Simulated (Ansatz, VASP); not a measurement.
InPd in VASP and in Ansatz

```
In Pd
1.0
     3.27188    0.00000    0.00000
     0.00000    3.27188    0.00000
     0.00000    0.00000    3.27188
In Pd
1 1
Cartesian
  0.0000 0.0000 0.0000
  1.6359 1.6359 1.6359
```

The cell comes from a database or a generator and needn't be the stable form of this composition.

Alike in both runs: task relaxation of cell and atoms; functional PBE; dispersion D4; k mesh 8 × 8 × 8; occupations fermi-dirac, width 0.05 eV; no spin polarisation.

|  | VASP | Ansatz |
| --- | --- | --- |
| version | VASP 6.6.1 | Ansatz 0.2.0 |
| potentials or method | VASP PAW PBE potentials, release 64 (In_d, Pd) | Ansatz PAW |
| plane-wave cutoff (eV) | 600 | 420 |
| valence electrons in the cell | 23 | 31 |

```tsv
	VASP	Ansatz	Ansatz less VASP
gap on the k mesh at the Fermi level, each at its own relaxed structure (eV)	none	none	-
relaxed volume (Å³/atom)	17.45	17.44	-0.010
relaxed cell length with the largest relative difference (Å)	3.268	3.267	-0.0006
```

A gap of «none» marks a metal or a gap that the smearing closes. The two sets of potentials don't hold the same shells in valence.

Caveats: pairwise dispersion overbinds metals, which lowers pressure and volume; the plane-wave basis is chosen anew once the cell has moved, so the energies of steps on either side of that aren't comparable (Ansatz).
